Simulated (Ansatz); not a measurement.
Crystal: SnSe.

```
CELL_PARAMETERS angstrom
0.00000 3.01000 3.01000
3.01000 0.00000 3.01000
3.01000 3.01000 0.00000
ATOMIC_POSITIONS crystal
Sn 0.00000 0.00000 0.00000
Se 0.50000 0.50000 0.50000
```

Measurements of this composition are mostly on another form, of space group No. 62.

Base run:

```yaml
Program: Ansatz 0.2.0
Functional: PBEsol
Potentials_or_basis: all-electron LAPW, scalar-relativistic
Cutoff: 190 eV
Density_cutoff: 760 eV
Basis_error_allowed: 0.001 eV/atom
k_mesh: 8 × 8 × 8
Occupations: fermi-dirac, width 0.05 eV
Spin: no spin polarisation
```

Its results: band gap on the k mesh 0.65 eV, direct; pressure -1.9 GPa.

Question: After a change of settings the same cell gave: band gap on the k mesh 0.38 eV, direct; pressure 4.8 GPa. Which change was it?
A. occupations from fermi-dirac, width 0.05 eV to gaussian, width 0.1 eV
B. functional from PBEsol to BLYP
C. potentials or basis from all-electron LAPW, scalar-relativistic to all-electron PAW datasets made for the crystal; k mesh from 8 × 8 × 8 to 6 × 6 × 6

Answer: B.

BLYP binds less tightly than PBEsol, so the same cell stands under more pressure.

Caveats: spin-orbit coupling is left out, which moves the levels of the heavy elements; the mesh misses the band edges, which the band path finds closer together (some runs).

Not every run made on this cell is shown here.
